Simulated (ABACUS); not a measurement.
The system is Ni.

```xyz
1
Lattice="0.0000 1.7376 1.7376 1.7376 0.0000 1.7376 1.7376 1.7376 0.0000" Properties=species:S:1:pos:R:3 pbc="T T T"
Ni    0.0000    0.0000    0.0000
```

* Program: ABACUS 3.10.1
* Task: single point
* Functional: PBEsol
* Potentials or basis: PseudoDojo NC SR 0.4.1 PBEsol standard
* Cutoff: 1333 eV
* Density cutoff: 5333 eV
* Basis: plane waves
* k mesh: 13 × 13 × 13
* Occupations: fermi-dirac, width 0.05 eV
* Spin: collinear spin, ferromagnetic start
* Starting moments: [1.0] μB

On this cell: pressure -2.4 GPa; net moment 0.63 μB per cell; band gap on the k mesh none (metal or under the smearing width).

The same run follows on a disturbed copy (cell strained at random at fixed volume):

```
CELL_PARAMETERS angstrom
0.01655 1.75725 1.76824
1.71912 0.01633 1.76846
1.71447 1.75283 0.02098
ATOMIC_POSITIONS crystal
Ni 0.00651 0.01144 0.96710
```

Question: What changes?

Answer: The energy (extrapolated to zero smearing) moves by +3.3 meV/atom; pressure -2.3 GPa; net moment 0.63 μB per cell; band gap on the k mesh none (metal or under the smearing width).

Stress tensor (GPa, compression positive):
```
-0.37 -1.08 -1.84
-1.08 -2.87 -1.54
-1.84 -1.54 -3.75
```
